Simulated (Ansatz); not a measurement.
Six crystals in the bcc structure, computed with PBE in Ansatz (plane waves, PAW datasets (generated soft set 1); cutoff 420 eV), no spin polarisation, no spin–orbit coupling, Fermi–Dirac smearing of 0.061 eV, k-spacing 0.06 Å⁻¹.

Problem. Rank them by lattice constant, smallest first.
A. I
B. Fe
C. Tl
D. Pd
E. Rb
F. Dy

Solution. B (2.759 Å), D (3.138 Å), C (3.974 Å), F (4.009 Å), A (4.159 Å), E (5.670 Å).

Model structures, not the usual forms at ambient conditions (metastable or hypothetical): Pd, Tl, I, Dy. The real material (Fe) is magnetic: without spin this is a model state, and volume, stiffness and gap can lie far from those of the magnetic ground state. Spin–orbit coupling is left out, which matters for 6p elements such as Tl, Pb and Bi. The open f shell of Dy is treated without spin here, so this is a model state and not the ground state.
